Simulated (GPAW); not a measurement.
The system is Cs2AgBiBr6.

```
Bi Cs Ag Br
1.0
     0.00000    5.61610    5.61610
     5.61610    0.00000    5.61610
     5.61610    5.61610    0.00000
Bi Cs Ag Br
1 2 1 6
Direct
  0.00000 0.00000 0.00000
  0.75000 0.75000 0.75000
  0.25000 0.25000 0.25000
  0.50000 0.50000 0.50000
  0.74945 0.74945 0.25055
  0.25055 0.25055 0.74945
  0.74945 0.25055 0.25055
  0.74945 0.25055 0.74945
  0.25055 0.74945 0.74945
  0.25055 0.74945 0.25055
```

```yaml
Program: GPAW 26.7.0
Task: relaxation of cell and atoms
Functional: PBEsol
Potentials_or_basis: PAW data sets generated in the run's folder for this functional
Cutoff: 600 eV
Basis: pw
k_mesh: 3 × 3 × 3
Occupations: fermi-dirac, width 0.05 eV
Spin: no spin polarisation
```

At the start: pressure 0.0 GPa; volume 35.43 Å³/atom.

Question: Where does the relaxation end?

Answer: Over 8 steps the energy falls by 3.1 meV/atom and the volume is 35.08 Å³/atom (-1.0 %); space group Fm-3m (No. 225, to 0.05 Å).

Step by step:
```tsv
step	energy change (eV)	largest force (eV/Å)	pressure (GPa)	volume (Å³)
1	0.0000	0.2897	0.02	354.27
2	-0.0067	0.2523	-0.02	354.28
3	-0.0283	0.0062	-0.24	354.23
4	-0.0285	0.0004	-0.24	354.14
5	-0.0291	0.0224	-0.21	353.49
6	-0.0298	0.0329	-0.15	352.50
7	-0.0305	0.0253	-0.05	351.24
8	-0.0307	0.0080	0.00	350.79
```

Final structure:
```
CELL_PARAMETERS angstrom
0.00000 5.59764 5.59764
5.59764 0.00000 5.59764
5.59764 5.59764 0.00000
ATOMIC_POSITIONS crystal
Bi 0.00000 0.00000 0.00000
Cs 0.75000 0.75000 0.75000
Cs 0.25000 0.25000 0.25000
Ag 0.50000 0.50000 0.50000
Br 0.74620 0.74620 0.25380
Br 0.25380 0.25380 0.74620
Br 0.74620 0.25380 0.25380
Br 0.74620 0.25380 0.74620
Br 0.25380 0.74620 0.74620
Br 0.25380 0.74620 0.25380
```

Caveat: later steps reuse the first step's grids.
